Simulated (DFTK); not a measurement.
Runs of DFTK 0.8.2 on TaN. Symmetry: Fm-3m, No. 225, cubic system. Conventional cell: a = 4.423 Å, b = 4.423 Å, c = 4.423 Å, α = 90.00°, β = 90.00°, γ = 90.00°. Around Ta (site symmetry m-3m) lie 6 N at 2.21 Å. N (site symmetry m-3m) is surrounded by 6 Ta at 2.21 Å. The cell comes from a database or a generator and needn't be the stable form of this composition.

```tsv
task	level	potentials or basis	k mesh	cutoff (eV)	valence electrons	SCF solver	mesh quality	gap on the mesh (eV)	pressure (GPa)	V0 of scaled cells (Å³/atom)	B0 (GPa)
single point	PBE	dojo.nc.sr.pbe.v0_4_1.standard.upf (PBE)	10 × 10 × 10	1143	N 5, Ta 13	-	not flagged	none	-1.6	-	-
equation of state	r2SCAN	in-house norm-conserving set (r2SCAN, scalar relativistic)	6 × 6 × 6	1252	N 5, Ta 13	-	coarse	-	-	10.67	348
band structure	LDA	dojo.nc.sr.lda.v0_4_1.stringent.upf (LDA)	8 × 8 × 8	1796	N 5, Ta 27	-	not flagged	none	-17.4	-	-
equation of state	PBE	dojo.nc.sr.pbe.v0_4_1.standard.upf (PBE)	10 × 10 × 10	1143	N 5, Ta 13	-	not flagged	-	-	10.76	(b)
band structure	r2SCAN	SG15 1.2 (PBE)	7 × 7 × 7	1225	N 5, Ta 27	ScfAndersonSolver	not flagged	none	(a)	-	-
```

Alike in all rows: no spin polarisation; cell as given; smearing fermi-dirac 0.05 eV.

Question: Estimate the missing entries.

Answer: (a) -16.2; (b) 329.

Caveats: some runs use coarse meshes; so large a pressure means that the cell lies far from this level's equilibrium, or that cutoff or potentials fall short (some runs); the potentials were made for another functional, which shifts forces and pressure (some runs).

A k mesh can miss the band edges, and the runs leave out spin-orbit coupling on Ta.

A gap of «none» marks a metal or a gap under the smearing width.

Not every run made on this cell is shown here.
